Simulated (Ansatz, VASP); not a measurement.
**Li3TeH: VASP beside Ansatz**

Contents of INCAR:

```
ALGO = Normal
EDIFF = 1E-7
ENCUT = 520
GGA = PE
ISIF = 2
ISMEAR = 0
LASPH = True
LCHARG = False
LREAL = False
LWAVE = False
NBANDS = 16
NELM = 100
PREC = Accurate
SIGMA = 0.02
```

The input KPOINTS:

```
k-points
0
Gamma
  6 6 6
```

File POSCAR:

```
Li3TeH
1.0
    4.1280000000      0.0000000000      0.0000000000
    0.0000000000      4.1280000000      0.0000000000
    0.0000000000      0.0000000000      4.1280000000
Te H Li
1 1 3
Direct
    0.0000000000      0.0000000000      0.0000000000
    0.5000000000      0.5000000000      0.5000000000
    0.5000000000      0.5000000000      0.0000000000
    0.5000000000      0.0000000000      0.5000000000
    0.0000000000      0.5000000000      0.5000000000
```

Input for Ansatz:

```yaml
crystal:
  lattice:
    - [4.128, 0.0, 0.0]
    - [0.0, 4.128, 0.0]
    - [0.0, 0.0, 4.128]
  atoms:
    - { symbol: Te, position: [0.0, 0.0, 0.0] }
    - { symbol: H, position: [0.5, 0.5, 0.5] }
    - { symbol: Li, position: [0.5, 0.5, 0.0] }
    - { symbol: Li, position: [0.5, 0.0, 0.5] }
    - { symbol: Li, position: [0.0, 0.5, 0.5] }
basis:
  ecutwfc: 420
kpoints:
  mp_grid: { grid: [6, 6, 6] }
hamiltonian:
  xc: pbe
scf:
  occupations: { method: gaussian, width: 0.02 }
output:
  forces: true
  stress: true
  eigenvalues: true
```

Alike in both runs: task single point; functional PBE; k mesh 6 × 6 × 6; occupations gaussian, width 0.02 eV; no spin polarisation.

```csv
,VASP,Ansatz
version,VASP 6.6.1,Ansatz 0.2.0
potentials or method,"VASP PAW PBE potentials, release 64 (Te, H, Li_sv)","scalar-relativistic, plane waves, PAW"
plane-wave cutoff (eV),520,420
valence electrons in the cell,16,26
```

|  | VASP | Ansatz | Ansatz less VASP |
| --- | --- | --- | --- |
| gap on the k mesh at the Fermi level (eV) | 2.92 | 2.92 | -0.005 |
| least direct gap on the mesh (eV) | 3.76 | 3.77 | +0.013 |

The two sets of potentials don't hold the same shells in valence.

Caveats: spin-orbit coupling is left out, which moves the levels of the heavy elements. PBE gaps usually lie below the measured ones, often by a third to a half. A k mesh can miss the band edges.
